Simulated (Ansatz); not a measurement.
# GaN (P6_3mc) in Ansatz: a series of runs

One crystal, GaN, is run at these levels: rPW86-PBE; tasks: single point, equation of state.

All numbers are computed with Ansatz 0.2.0; they aren't measurements. Logs are shortened: lines on timing, memory, paths and dates and some standing lists are left out, and cuts for length are marked.

### Step 1. The structure

Symmetry: P6_3mc, No. 186, hexagonal system. The conventional cell has a = 3.180 Å, b = 3.180 Å, c = 5.166 Å, α = 90.00°, β = 90.00°, γ = 120.00°. Ga (site symmetry 3m) is surrounded by 4 N at 1.94 to 1.95 Å. Around N (site symmetry 3m) lie 4 Ga at 1.94 to 1.95 Å.

### Step 2. Single point, rPW86-PBE, 10.63 Å³/atom (volume scaled by 0.94)

input.yaml reads:

```yaml
crystal:
  lattice:
    - [3.1150838257, 0.0, 0.0]
    - [-1.5575419129, 2.697741728, 0.0]
    - [0.0, 0.0, 5.0605418376]
  atoms:
    - { symbol: Ga, position: [0.6666666667, 0.3333333333, 0.5] }
    - { symbol: Ga, position: [0.3333333333, 0.6666666667, 0.0] }
    - { symbol: "N", position: [0.6666666667, 0.3333333333, 0.875] }
    - { symbol: "N", position: [0.3333333333, 0.6666666667, 0.375] }
hamiltonian:
  xc: { exchange: rpw86, correlation: pbe }
  pseudopotentials: { kind: paw }
kpoints:
  mp_grid: { grid: [10, 10, 5] }
scf:
  occupations: { method: fermi_dirac, width: 0.05 }
output:
  forces: true
  stress: true
  eigenvalues: true
  write_density: true
  write_potential: true
  elf: true
  volumetric_format: npy
```

Potentials or basis: Ansatz PAW.

The run is started by

```bash
$ ansatz run input.yaml --threads 2 --pin off --max-ram 5120MiB --backend cpu --events-out ev --progress --plain --runs-dir out
```

Log:

```text
Warning: RAYON_NUM_THREADS=2 ignored (pool sized by the plan → 2); use --threads N
Engine: ansatz 0.2.0, aarch64-unknown-linux-gnu
Pseudopotentials: kind: paw
Pseudopotential: Ga, paw, valence charge 13, recommended cutoff 420 eV (normal), Ga.paw.azcp
Pseudopotential: N, paw, valence charge 5, recommended cutoff 420 eV (normal), N.paw.azcp
Functional definition: unnamed
  exchange = rpw86_x
  correlation = pbe_c
Crystal: 4 atoms, lattice volume = 42.527 Å³
Basis set: ecut = 420 eV, 833 PW (Γ), exchange–correlation on 48×48×72 points (8 copies of the dense FFT grid, shifted against one another)
Bands: 22, of which v1, the nominal top of the filled ones, is band 18 counted from 1 (17 counted from 0)
Symmetry: 12 space group operations
Space group: P63mc (ITA 186), of the structure as read, at distance tolerance 3.5e-5 Å
k-points: 42 of 500 (time reversal used)
Non-local potential: Ga, projectors of the file, l = 0: 2, l = 1: 2, l = 2: 3, l = 3: 1
Non-local potential: N, projectors of the file, l = 0: 2, l = 1: 2, l = 2: 1
PAW form: soft (Blöchl's): semilocal exchange-correlation on the pseudo side does not see the compensation charge
PAW frozen core: Ga, regenerated for the run's functional, and the local potential with it (the file was generated under x = pbe(κ = 0.804, μ = 0.2195149727645171), c = pbe(β = 0.06672455060314922))
PAW frozen core: N, regenerated for the run's functional, and the local potential with it (the file was generated under x = pbe(κ = 0.804, μ = 0.2195149727645171), c = pbe(β = 0.06672455060314922))
PAW one-centre angular grid: Ga, 590 points (default); XC on 64 Gauss nodes
PAW one-centre angular grid: N, 110 points (default); XC on 64 Gauss nodes
Initial density: superposition of atomic densities (neutral atoms: chi_scale 0, normalization atom), corrected by the library's trained network
Initial wavefunctions: pseudopotential atomic-orbital guess
Functional: x = rpw86, c = pbe(β = 0.06672455060314922)
SCF iter   1: F=—  HF=-8405.279901 eV  |F-HF|=—  |Δ(HF+E_count)|=         —  Δρ=1.74e-2  dr2=1.03e-1  ethr=1.77e-3  ⟨swp⟩=5.1  Hψ=3741  notcnv=0
preconditioner: auto → Resta (q_TF=auto, 2.654 Å⁻¹)  ε∞=5.0  [insulator: Δε(μ)=2.503 eV  Ē_g=17.028 eV  σ=0.050 eV  W_gap=1.00  n_scr=22 (ndim 8)  ℏωp=34.2 eV  f_vac=0.004  D(μ)=0.00/eV (n_scr^D=0)  ε∞_Penn≈5.0]
SCF iter   2: F=—  HF=-8405.243194 eV  |F-HF|=—  |Δ(HF+E_count)|=   3.67e-2  Δρ=2.44e-3  dr2=3.00e-3  ethr=2.87e-4  ⟨swp⟩=2.1  Hψ=1993  notcnv=0
SCF iter   3: F=—  HF=-8405.241904 eV  |F-HF|=—  |Δ(HF+E_count)|=   1.29e-3  Δρ=1.58e-3  dr2=9.02e-4  ethr=8.35e-6  ⟨swp⟩=2.0  Hψ=1406  notcnv=0
SCF iter   4: F=—  HF=-8405.241742 eV  |F-HF|=—  |Δ(HF+E_count)|=   1.62e-4  Δρ=8.40e-4  dr2=3.53e-4  ethr=2.51e-6  ⟨swp⟩=2.0  Hψ=1346  notcnv=0
SCF iter   5: F=—  HF=-8405.241651 eV  |F-HF|=—  |Δ(HF+E_count)|=   9.08e-5  Δρ=1.72e-4  dr2=1.63e-5  ethr=9.80e-7  ⟨swp⟩=2.5  Hψ=1573  notcnv=0
SCF iter   6: F=—  HF=-8405.241482 eV  |F-HF|=—  |Δ(HF+E_count)|=   1.69e-4  Δρ=3.96e-5  dr2=4.67e-7  ethr=4.51e-8  ⟨swp⟩=2.0  Hψ=1663  notcnv=0
SCF iter   7: F=-8405.241483 eV  HF=-8405.241483 eV  |F-HF|=7.83e-9  |Δ(HF+E_count)|=   2.46e-7  Δρ=5.56e-6  dr2=9.27e-9  ethr=2.78e-10  ⟨swp⟩=9.0  Hψ=6615  notcnv=0
SCF 1 converged in 7 iterations: F = -8405.241483 eV  dr2 = 9.27e-9
SCF converged after 7 iterations
Free energy (F): -8405.241483 eV
Harris-Foulkes:  -8405.241483 eV  (|F-HF|=7.83e-9)
Internal energy: -8405.241483 eV  (E = F + TS)
E sigma→0 (E₀):  -8405.241483 eV
Fermi energy:    12.174947 eV
--- Per-component energies (eV) ---
  E_band       = 29.323304
  E_kinetic    = 503.384555
  E_local      = -3784.368887  (includes V_loc(G=0)·N_el)
  E_nonlocal   = 943.040202
  E_hartree    = 1757.856454
  E_xc         = -263.185775
  E_vxc        = -272.090466  (∫ρ·V_xc dr)
  E_paw        = -4309.868076  (= ΣΔE_a)
  E_vpaw       = -876.353803  (= ΣTr[D̂ρ^β])
  E_aug_tail   = -0.000112  (compensation charges beyond the density's cutoff)
  E_ewald      = -3250.175457
  E_core_change = -1.924387  (= ΣΔE_core)
  E_smearing   = -0.000000  (= −TS)
  E_closure    = -0.000000  (closes the sum)
  Σ components = -8405.241483   (vs F -8405.241483, Δ=0.00e0)
--- Forces (eV/Å), atoms counted from 1 ---
  atom   1  Ga     0.00000000     0.00000000    -0.14862618
  atom   2  Ga    -0.00000000    -0.00000000    -0.14862618
  atom   3  N      0.00000000     0.00000000     0.14858548
  atom   4  N     -0.00000000    -0.00000000     0.14858548
  max |Σ_I F_I| component: 8.14e-5 eV/Å
--- Stress (GPa, compression-positive) ---
       27.242519       0.000000       0.000000
        0.000000      27.242519       0.000000
        0.000000      -0.000000      30.450867
  P = ⅓ Tr σ = 28.3120 GPa (283.120 kbar)
--- Band table (eV; the first three rows and the last of 42) ---
  k-point 0: bands = ["-5.6384", "-4.5362", "-2.6694", "-2.6446", "-2.6446", "-2.5670", "-2.5670", "-2.3371", "-2.3371", "-2.2172", "-2.2172", "-0.9379", "3.4268", "9.8012", "9.8012", "10.8709", "10.9366", "10.9366", "13.3447", "15.6484", "20.5973", "21.2415"]
  k-point 1: bands = ["-5.5090", "-4.5984", "-2.6418", "-2.6418", "-2.6396", "-2.5787", "-2.5787", "-2.3214", "-2.3214", "-2.2247", "-2.2247", "-1.3900", "4.2374", "9.8348", "9.9049", "9.9049", "10.8236", "10.8236", "14.1744", "15.7231", "20.3243", "21.2916"]
  k-point 2: bands = ["-5.1779", "-4.8167", "-2.6294", "-2.6294", "-2.6050", "-2.6050", "-2.4942", "-2.2850", "-2.2850", "-2.2483", "-2.2483", "-2.0874", "5.9882", "7.9791", "10.1809", "10.1809", "10.5319", "10.5319", "15.2910", "15.7782", "19.8753", "20.1295"]
  k-point 41: bands = ["-4.3556", "-4.3328", "-2.5374", "-2.5117", "-2.4942", "-2.4301", "-2.3270", "-2.3255", "-2.2797", "-2.2681", "-0.6047", "-0.4675", "4.4440", "4.5918", "6.2464", "7.0375", "8.9958", "9.3048", "17.5694", "17.7089", "18.6628", "19.1261"]
```

rho_z.tsv:

```text
# z_ang	rho[e/angstrom^3]
# format = ansatz-planar-average/11
# lattice	3.115083826	0.000000000	0.000000000
# lattice	-1.557541913	2.697741728	0.000000000
# lattice	0.000000000	0.000000000	5.060541838
# sites	4
# site	31	1.557541913	0.899247243	2.530270919
# site	31	-0.000000000	1.798494485	0.000000000
# site	7	1.557541913	0.899247243	4.427974108
# site	7	-0.000000000	1.798494485	1.897703189
0.000000	2.291544e0
0.140571	1.861100e0
0.281141	1.120132e0
0.421712	5.775794e-1
0.562282	3.208438e-1
0.702853	2.212383e-1
[... 28 lines left out ...]
4.779401	1.495092e0
4.919971	2.052875e0
```

Run time: 2.7 s. Hardware: 2 threads of Arm Neoverse V1, shared host; peak memory 0.35 GiB.

What came out:

```
Free energy            : -8405.2415 eV
Pressure               : 28.3 GPa
Largest force          : 0.149 eV/Å
Band gap on the k mesh : 2.41 eV, direct
```

Caveat: odd divisions of the mesh miss points on the zone boundary, where band edges often lie, so the gap on the mesh can be too wide; the pressure holds a Pulay correction of +0.6 GPa for the finite cutoff; the PAW data sets come from PBE, with cores solved anew for the run's functional, which leaves a small shift of forces and pressure.

### Step 3. Single point, rPW86-PBE, 10.86 Å³/atom (volume scaled by 0.96)

input.yaml, as its differences from that of step 2:

```diff
@@ -2,5 +2,5 @@
   lattice:
-    - [3.1150838257, 0.0, 0.0]
-    - [-1.5575419129, 2.697741728, 0.0]
-    - [0.0, 0.0, 5.0605418376]
+    - [3.1370217585, 0.0, 0.0]
+    - [-1.5685108793, 2.7167405351, 0.0]
+    - [0.0, 0.0, 5.0961806304]
   atoms:
@@ -21,5 +21 @@
   eigenvalues: true
-  write_density: true
-  write_potential: true
-  elf: true
-  volumetric_format: npy
```

Potentials or basis: Ansatz PAW.

The run is started by

```bash
$ ansatz run input.yaml --threads 2 --pin off --max-ram 5120MiB --backend cpu --events-out ev --progress --plain --runs-dir out
```

Wall time 2.1 s (2 threads of Arm Neoverse V1, shared host); peak memory 0.34 GiB.

The run converged. Its results:

```yaml
Free_energy: -8405.3854 eV
Pressure: 22.7 GPa
Largest_force: 0.142 eV/Å
Band_gap_on_the_k_mesh: 2.26 eV, direct
```

Caveat: odd divisions of the mesh miss points on the zone boundary, where band edges often lie, so the gap on the mesh can be too wide; the pressure holds a Pulay correction of +0.6 GPa for the finite cutoff; the PAW data sets come from PBE, with cores solved anew for the run's functional, which leaves a small shift of forces and pressure.

### Step 4. Single point, rPW86-PBE, 11.08 Å³/atom (volume scaled by 0.98)

input.yaml, as its differences from that of step 3:

```diff
@@ -2,5 +2,5 @@
   lattice:
-    - [3.1370217585, 0.0, 0.0]
-    - [-1.5685108793, 2.7167405351, 0.0]
-    - [0.0, 0.0, 5.0961806304]
+    - [3.158657075, 0.0, 0.0]
+    - [-1.5793285375, 2.7354772688, 0.0]
+    - [0.0, 0.0, 5.1313278144]
   atoms:
@@ -21 +21,5 @@
   eigenvalues: true
+  write_density: true
+  write_potential: true
+  elf: true
+  volumetric_format: npy
```

The run is started by

```bash
$ ansatz run input.yaml --threads 2 --pin off --max-ram 5120MiB --backend cpu --events-out ev --progress --plain --runs-dir out
```

Run time: 2.8 s. Hardware: 2 threads of Arm Neoverse V1, shared host; peak memory 0.35 GiB.

It converged, with:

```
Free energy            : -8405.4992 eV
Pressure               : 17.7 GPa
Largest force          : 0.136 eV/Å
Band gap on the k mesh : 2.11 eV, direct
```

Caveat: odd divisions of the mesh miss points on the zone boundary, where band edges often lie, so the gap on the mesh can be too wide; the pressure holds a Pulay correction of +0.6 GPa for the finite cutoff; the PAW data sets come from PBE, with cores solved anew for the run's functional, which leaves a small shift of forces and pressure.

### Step 5. Single point, rPW86-PBE, 11.31 Å³/atom

input.yaml, as its differences from that of step 4:

```diff
@@ -2,5 +2,5 @@
   lattice:
-    - [3.158657075, 0.0, 0.0]
-    - [-1.5793285375, 2.7354772688, 0.0]
-    - [0.0, 0.0, 5.1313278144]
+    - [3.18, 0.0, 0.0]
+    - [-1.59, 2.753960784, 0.0]
+    - [0.0, 0.0, 5.166]
   atoms:
@@ -21,5 +21 @@
   eigenvalues: true
-  write_density: true
-  write_potential: true
-  elf: true
-  volumetric_format: npy
```

The run is started by

```bash
$ ansatz run input.yaml --threads 2 --pin off --max-ram 5120MiB --backend cpu --events-out ev --progress --plain --runs-dir out
```

Run time: 2.1 s. Hardware: 2 threads of Arm Neoverse V1, shared host; peak memory 0.34 GiB.

Results (log left out):

```yaml
Free_energy: -8405.5863 eV
Pressure: 13.2 GPa
Largest_force: 0.130 eV/Å
Band_gap_on_the_k_mesh: 1.97 eV, direct
```

Caveat: odd divisions of the mesh miss points on the zone boundary, where band edges often lie, so the gap on the mesh can be too wide; the pressure holds a Pulay correction of +0.6 GPa for the finite cutoff; the PAW data sets come from PBE, with cores solved anew for the run's functional, which leaves a small shift of forces and pressure.

### Step 6. Single point, rPW86-PBE, 11.54 Å³/atom (volume scaled by 1.02)

input.yaml, as its differences from that of step 5:

```diff
@@ -2,5 +2,5 @@
   lattice:
-    - [3.18, 0.0, 0.0]
-    - [-1.59, 2.753960784, 0.0]
-    - [0.0, 0.0, 5.166]
+    - [3.2010602164, 0.0, 0.0]
+    - [-1.6005301082, 2.7721994664, 0.0]
+    - [0.0, 0.0, 5.2002129176]
   atoms:
```

Potentials or basis: Ansatz PAW.

The run is started by

```bash
$ ansatz run input.yaml --threads 2 --pin off --max-ram 5120MiB --backend cpu --events-out ev --progress --plain --runs-dir out
```

Run time: 2.2 s. Hardware: 2 threads of Arm Neoverse V1, shared host; peak memory 0.34 GiB.

It converged, with:

```
Free energy            : -8405.6488 eV
Pressure               : 9.1 GPa
Largest force          : 0.124 eV/Å
Band gap on the k mesh : 1.83 eV, direct
```

Caveat: odd divisions of the mesh miss points on the zone boundary, where band edges often lie, so the gap on the mesh can be too wide; the pressure holds a Pulay correction of +0.5 GPa for the finite cutoff; the PAW data sets come from PBE, with cores solved anew for the run's functional, which leaves a small shift of forces and pressure.

### Step 7. Single point, rPW86-PBE, 11.76 Å³/atom (volume scaled by 1.04)

input.yaml, as its differences from that of step 6:

```diff
@@ -2,5 +2,5 @@
   lattice:
-    - [3.2010602164, 0.0, 0.0]
-    - [-1.6005301082, 2.7721994664, 0.0]
-    - [0.0, 0.0, 5.2002129176]
+    - [3.2218469041, 0.0, 0.0]
+    - [-1.6109234521, 2.7902012661, 0.0]
+    - [0.0, 0.0, 5.2339814801]
   atoms:
```

The run is started by

```bash
$ ansatz run input.yaml --threads 2 --pin off --max-ram 5120MiB --backend cpu --events-out ev --progress --plain --runs-dir out
```

Wall time 2.2 s (2 threads of Arm Neoverse V1, shared host); peak memory 0.34 GiB.

Results (log left out):

| Quantity | Value |
| --- | --- |
| Free energy | -8405.6894 eV |
| Pressure | 5.4 GPa |
| Largest force | 0.119 eV/Å |
| Band gap on the k mesh | 1.70 eV, direct |

Caveat: odd divisions of the mesh miss points on the zone boundary, where band edges often lie, so the gap on the mesh can be too wide; the pressure holds a Pulay correction of +0.5 GPa for the finite cutoff; the PAW data sets come from PBE, with cores solved anew for the run's functional, which leaves a small shift of forces and pressure.

### Step 8. Single point, rPW86-PBE, 11.99 Å³/atom (volume scaled by 1.06)

input.yaml, as its differences from that of step 7:

```diff
@@ -2,5 +2,5 @@
   lattice:
-    - [3.2218469041, 0.0, 0.0]
-    - [-1.6109234521, 2.7902012661, 0.0]
-    - [0.0, 0.0, 5.2339814801]
+    - [3.2423687753, 0.0, 0.0]
+    - [-1.6211843877, 2.8079737278, 0.0]
+    - [0.0, 0.0, 5.2673198406]
   atoms:
```

The run is started by

```bash
$ ansatz run input.yaml --threads 2 --pin off --max-ram 5120MiB --backend cpu --events-out ev --progress --plain --runs-dir out
```

Wall time 2.2 s (2 threads of Arm Neoverse V1, shared host); peak memory 0.34 GiB.

It converged, with:

```yaml
Free_energy: -8405.7102 eV
Pressure: 2.0 GPa
Largest_force: 0.114 eV/Å
Band_gap_on_the_k_mesh: 1.56 eV, direct
```

Caveat: odd divisions of the mesh miss points on the zone boundary, where band edges often lie, so the gap on the mesh can be too wide; the pressure holds a Pulay correction of +0.5 GPa for the finite cutoff; the PAW data sets come from PBE, with cores solved anew for the run's functional, which leaves a small shift of forces and pressure.

### Step 9. Equation of state, rPW86-PBE

Potentials or basis: Ansatz PAW.

This step only gathers the single runs of the series.

Results:

* Equilibrium volume: 12.14 Å³/atom (rough: see the caveat)
* Bulk modulus at fixed shape and positions: 159 GPa (rough)

Energy against volume, from the lowest point:
| volume (Å³/atom) | energy (meV/atom) |
| --- | --- |
| 10.632 | 117.17 |
| 10.858 | 81.20 |
| 11.084 | 52.73 |
| 11.310 | 30.97 |
| 11.537 | 15.34 |
| 11.763 | 5.20 |
| 11.989 | 0.00 |

Caveat: the potentials were made for another functional, which shifts forces and pressure; the minimum lies outside the volumes run; the cell was scaled at fixed shape and fractional positions, which overstates the stiffness of a crystal with free parameters, most of all of layers and chains.
